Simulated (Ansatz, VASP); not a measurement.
**SnO2: VASP beside Ansatz**

The input INCAR:

```
SYSTEM = SnO2
PREC = Accurate
ENCUT = 520
EDIFF = 1E-6
ISMEAR = 0
SIGMA = 0.05
LREAL = .False.
LASPH = .True.
NELM = 80
ALGO = Normal
ISIF = 2
LWAVE = .False.
LCHARG = .False.
GGA = CA
NBANDS = 35
```

KPOINTS

```
regular mesh
0
Gamma
  6 6 8
  0 0 0
```

POSCAR

```
SnO2
1.0
    4.8299657324      0.0000000000      0.0000000000
    0.0000000000      4.8305590713      0.0000000000
    0.0000000000      0.0000000000      3.2631512253
Sn O
2 4
Direct
    0.5000000000      0.5000000000      0.5000000000
    0.0000000000      0.0000000000      0.0000000000
    0.3059833077      0.3580510778      0.0000000000
    0.8059833077      0.1419489222      0.5000000000
    0.1940166923      0.8580510778      0.5000000000
    0.6940166923      0.6419489222      0.0000000000
```

Input for Ansatz:

```yaml
crystal:
  lattice:
    - [4.8299657324, 0.0, 0.0]
    - [0.0, 4.8305590713, 0.0]
    - [0.0, 0.0, 3.2631512253]
  atoms:
    - { symbol: Sn, position: [0.5, 0.5, 0.5] }
    - { symbol: Sn, position: [0.0, 0.0, 0.0] }
    - { symbol: O, position: [0.3059833077, 0.3580510778, 0.0] }
    - { symbol: O, position: [0.8059833077, 0.1419489222, 0.5] }
    - { symbol: O, position: [0.1940166923, 0.8580510778, 0.5] }
    - { symbol: O, position: [0.6940166923, 0.6419489222, 0.0] }
basis:
  ecutwfc: 520.0
kpoints:
  mp_grid: { grid: [6, 6, 8] }
hamiltonian:
  xc: lda
scf:
  occupations: { method: gaussian, width: 0.05 }
output:
  forces: true
  stress: true
  eigenvalues: true
```

Alike in both runs: task single point; functional LDA; k mesh 6 × 6 × 8; occupations gaussian, width 0.05 eV; no spin polarisation.

```csv
,VASP,Ansatz
version,VASP 6.6.1,Ansatz 0.2.0
potentials or method,"VASP PAW LDA potentials, release 64 (Sn_d, O)","scalar-relativistic, plane waves, PAW"
plane-wave cutoff (eV),520,520
valence electrons in the cell,52,52
```

Ansatz gave:

| Item | Value |
| --- | --- |
| gap on the k mesh at the Fermi level (eV) | 0.93 |
| least direct gap on the mesh (eV) | 0.93 |
| pressure (GPa) | -2.6 |
| largest component of the traceless stress (GPa) | 5.12 |
| rms of the force components (eV/Å) | 1.617 |

Problem. What did VASP give for the same quantities?

Solution. gap on the k mesh at the Fermi level (eV): 0.95; least direct gap on the mesh (eV): 0.95; pressure (GPa): -1.7; largest component of the traceless stress (GPa): 4.80; rms of the force components (eV/Å): 1.651.

Atom by atom the forces differ by 0.034 eV/Å (rms over components).

Caveats: spin-orbit coupling is left out, which moves the levels of the heavy elements; forces of over 1 eV/Å show positions far from the minimum, so gaps and moduli don't describe the material at rest.
